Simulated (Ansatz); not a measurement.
Crystal: BN.

```
CELL_PARAMETERS angstrom
2.49824 0.00000 0.00000
-1.24912 2.16354 0.00000
0.00000 0.00000 6.63570
ATOMIC_POSITIONS crystal
N 0.66667 0.33333 0.25000
N 0.33333 0.66667 0.75000
B 0.66667 0.33333 0.75000
B 0.33333 0.66667 0.25000
```

Base run:

| Item | Value |
| --- | --- |
| Program | Ansatz 0.2.0 |
| Functional | revPBE |
| Potentials or basis | Ansatz PAW |
| Cutoff | 420 eV |
| Density cutoff | 1680 eV |
| k mesh | 7 × 7 × 3 |
| Occupations | fermi-dirac, width 0.05 eV |
| Spin | no spin polarisation |

Its results: band gap on the k mesh 4.58 eV, indirect (least direct gap 4.79 eV); pressure 8.1 GPa.

Task: The run is repeated on the same cell with these changes: functional from revPBE to RPBE. What comes out?

Result: Band gap on the k mesh 4.60 eV, indirect (least direct gap 4.81 eV); pressure 9.0 GPa.

Caveats: the potentials were made for another functional, which shifts forces and pressure; odd divisions of the mesh miss points on the zone boundary, where band edges often lie, so the gap on the mesh can be too wide; this functional lacks dispersion, which binds the layers, so the pressure and a relaxed spacing across them are unreliable; the PAW data sets come from PBE, with cores solved anew for the run's functional, which leaves a small shift of forces and pressure; the density of states is complete only up to the lowest level of the last band computed.

A k mesh can miss the band edges.

Not every run made on this cell is shown here.
